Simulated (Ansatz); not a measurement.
Carrier doping in AlSb

Base system: AlSb in the zinc blende structure (space group F-43m, No. 216; a = 6.2256 Å).

Carriers are added at fixed cell with a uniform background; the Fermi–Dirac width is that of 300 K.

The values are results of PBE (Ansatz, a first-principles code), scalar-relativistic without spin-orbit coupling, earlier PAW set, not measurements.

Notes on the quantities. Fermi level from band edge: Fermi level relative to the doped band's edge (positive inside the band; to 0.05 eV).

```tsv
variant	Fermi level from band edge	gap between the host's bands	gap character
undoped	–	1.24 eV	indirect, Γ → L
electrons 7.0×10^20 cm⁻³	+0.20 eV	1.23 eV	indirect, Γ → L
electrons 3.0×10^21 cm⁻³	+0.40 eV	1.21 eV	indirect, Γ → L
electrons 5.0×10^21 cm⁻³	+0.55 eV	1.17 eV	indirect, Γ → a point along ⟨100⟩, about 0.9 Å⁻¹ from Γ
holes 7.0×10^20 cm⁻³	+0.20 eV	1.25 eV	indirect, Γ → L
holes 3.0×10^21 cm⁻³	+0.45 eV	1.29 eV	indirect, Γ → L
holes 5.0×10^21 cm⁻³	+0.65 eV	1.31 eV	direct at Γ
```

Carriers are added with a uniform compensating background; total energy and stress of such cells depend on the potential's zero and are not compared; many-body gap narrowing is missing at this level. With Sb present, leaving out spin-orbit coupling can change the band edges. Whether these cells are dynamically stable was not tested.
